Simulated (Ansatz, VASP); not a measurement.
**Mo in VASP and in Ansatz**

```
Mo
1.0
    -1.55583    1.55583    1.55583
     1.55583   -1.55583    1.55583
     1.55583    1.55583   -1.55583
Mo
1
Direct
  0.00000 0.00000 0.00000
```

Alike in both runs: functional LDA; k mesh 23 × 23 × 23; occupations fermi-dirac, width 0.05 eV; no spin polarisation.

Ansatz relaxed the structure, and its values are those at the end. VASP's run is a single point on that final structure, the one shown.

|  | VASP | Ansatz |
| --- | --- | --- |
| version | VASP 6.6.1 | Ansatz 0.2.0 |
| potentials or method | VASP PAW LDA potentials, release 64 (Mo_sv) | PAW with Ansatz's default frozen-core files, scalar-relativistic |
| plane-wave cutoff (eV) | 520 | 420 |
| valence electrons in the cell | 14 | 14 |

|  | VASP | Ansatz | Ansatz less VASP |
| --- | --- | --- | --- |
| pressure (GPa) | 1.2 | 0.0 | -1.20 |
